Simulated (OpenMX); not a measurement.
ZnO (zincite) under changes of volume

One of the cells (11.900 Å³/atom); the others are scaled copies at fixed shape and fractional positions:

```
Zn O
1.0
     3.24931    0.00000    0.00000
    -1.62465    2.81398    0.00000
     0.00000    0.00000    5.20571
Zn O
2 2
Direct
  0.66667 0.33333 0.00000
  0.33333 0.66667 0.50000
  0.33333 0.66667 0.87901
  0.66667 0.33333 0.37901
```

| Quantity | Value |
| --- | --- |
| Program | OpenMX 3.8.5 |
| Functional | PBE |
| Potentials or basis | OpenMX 2013 PBE set, Zn6.0H-s3p2d2, O6.0-s2p2d1, fixed grid of 36 × 36 × 70 points |
| k mesh | 9 × 9 × 5 |
| Occupations | fermi-dirac, width 0.05 eV |
| Spin | no spin polarisation |

| volume (Å³/atom) | energy over the lowest point (meV/atom) | gap on the mesh (eV) | largest force (eV/Å) |
| --- | --- | --- | --- |
| 11.186 | 65.58 | 1.41 | 0.062 |
| 11.424 | 41.97 | 1.36 | 0.057 |
| 11.662 | 24.43 | 1.31 | 0.046 |
| 11.900 | ? | ? | ? |
| 12.138 | 3.63 | 1.21 | 0.039 |
| 12.376 | 0.08 | 1.16 | 0.032 |
| 12.614 | 0.00 | 1.11 | 0.028 |

Problem. What does the run at 11.900 Å³/atom give?

Solution. Energy over the lowest point 11.70 meV/atom; gap on the mesh 1.26 eV; largest force 0.043 eV/Å.

Worked out: A Birch-Murnaghan fit of order 3 (a polynomial in V^(-2/3)) to the other rows has its minimum at 12.49 Å³/atom with B0 = V·E''(V) = 127 GPa and B' = 4.3 at fixed shape and positions, which overstates the stiffness. It gives 11.70 meV/atom at 11.900 Å³/atom, against the run's 11.70. A straight line through the other rows of the gap, of slope -2.5 eV per unit of ln V (its deformation potential), gives 1.26 eV, against the run's 1.26.

Energies are extrapolated to zero smearing.

Caveats: the basis of atomic orbitals isn't converged, which shifts pressures, moduli and gaps.
